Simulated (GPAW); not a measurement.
C:

```
C
1.0
     2.52210    0.00000    0.00000
    -1.26105    2.18420    0.00000
     0.00000    0.00000   12.35570
C
12
Direct
  0.66667 0.33333 0.35417
  0.33333 0.66667 0.85417
  0.66667 0.33333 0.14583
  0.33333 0.66667 0.64583
  0.66667 0.33333 0.47917
  0.33333 0.66667 0.97917
  0.66667 0.33333 0.02083
  0.33333 0.66667 0.52083
  0.00000 0.00000 0.81250
  0.00000 0.00000 0.31250
  0.00000 0.00000 0.68750
  0.00000 0.00000 0.18750
```

This is a hexagonal form of diamond, not graphite.

Base run:

* Program: GPAW 26.7.0
* Functional: TB-mBJ
* Potentials or basis: GPAW PAW data sets for LDA (gpaw-data 1.2.1)
* Cutoff: 800 eV
* Basis: pw
* k mesh: 8 × 8 × 2
* Occupations: fermi-dirac, width 0.05 eV
* Spin: no spin polarisation

Its results: band gap on the k mesh 5.15 eV, indirect (least direct gap 6.32 eV).

Task: The run is repeated on the same cell with these changes: functional from TB-mBJ to r2SCAN; potentials or basis from GPAW PAW data sets for LDA (gpaw-data 1.2.1) to GPAW PAW data sets (gpaw-data 1.2.1). What comes out?

Result: Band gap on the k mesh 4.57 eV, indirect (least direct gap 5.56 eV).

Caveats: a model potential gives levels but no total energy (some runs).

Not every run made on this cell is shown here.
